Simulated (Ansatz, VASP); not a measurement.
## WSe2 in VASP and in Ansatz

```
Se W
1.0
     3.28549    0.00000    0.00000
    -1.64275    2.84532    0.00000
     0.00000    0.00000   24.23865
Se W
4 2
Cartesian
  0.0000 1.8969 4.5000
  0.0000 1.8969 7.8693
  0.0000 1.8969 11.5793
  0.0000 1.8969 14.9486
  1.6427 0.9484 6.1847
  -1.6427 2.8453 13.2640
```

Alike in both runs: task single point; functional PBE; dispersion D3(BJ); k mesh 9 × 9 × 1; occupations gaussian, width 0.05 eV; no spin polarisation.

```csv
,VASP,Ansatz
version,VASP 6.6.1,Ansatz 0.2.0
potentials or method,"VASP PAW PBE potentials, release 64 (Se, W_sv)","scalar-relativistic, plane waves, PAW"
plane-wave cutoff (eV),520,420
valence electrons in the cell,52,92
```

VASP gave:

| Quantity | Value |
| --- | --- |
| gap on the k mesh at the Fermi level (eV) | 1.58 |
| least direct gap on the mesh (eV) | 1.67 |
| rms of the force components (eV/Å) | 0.024 |

Question: Which values does Ansatz return?

Answer: gap on the k mesh at the Fermi level (eV): 1.58; least direct gap on the mesh (eV): 1.67; rms of the force components (eV/Å): 0.007.

The two sets of potentials don't hold the same shells in valence.

Caveats: spin-orbit coupling is left out, which moves the levels of the heavy elements.
